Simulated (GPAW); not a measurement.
Pd: equation of state with PBE

Pd:

```
CELL_PARAMETERS angstrom
0.00000 1.94650 1.94650
1.94650 0.00000 1.94650
1.94650 1.94650 0.00000
ATOMIC_POSITIONS crystal
Pd 0.00000 0.00000 0.00000
```

```yaml
Program: GPAW 26.7.0
Task: equation of state
Functional: PBE
Potentials_or_basis: GPAW PAW data sets (gpaw-data 1.2.1)
Cutoff: 600 eV
Basis: pw
k_mesh: 12 × 12 × 12
Occupations: fermi-dirac, width 0.05 eV
Spin: no spin polarisation
Maxiter: 150
Eos_scales: "[0.94, 0.96, 0.98, 1.0, 1.02, 1.04, 1.06]"
```

| Property | Result |
| --- | --- |
| Equilibrium volume | 15.31 Å³/atom |
| Bulk modulus | 168 GPa |
| Pressure derivative of the bulk modulus | 5.6 |

Energy against volume, from the lowest point:
```csv
volume (Å³/atom),energy (meV/atom)
13.865,88.57
14.160,53.53
14.455,28.26
14.750,11.58
15.045,2.45
15.340,0.00
15.635,3.45
```

Run time: 67 s on 1 thread of Arm Neoverse V1 (shared host), peak memory 0.19 GiB.

PBE usually gives volumes a little too large and moduli too small. Zero-point motion and thermal expansion aren't in these numbers.
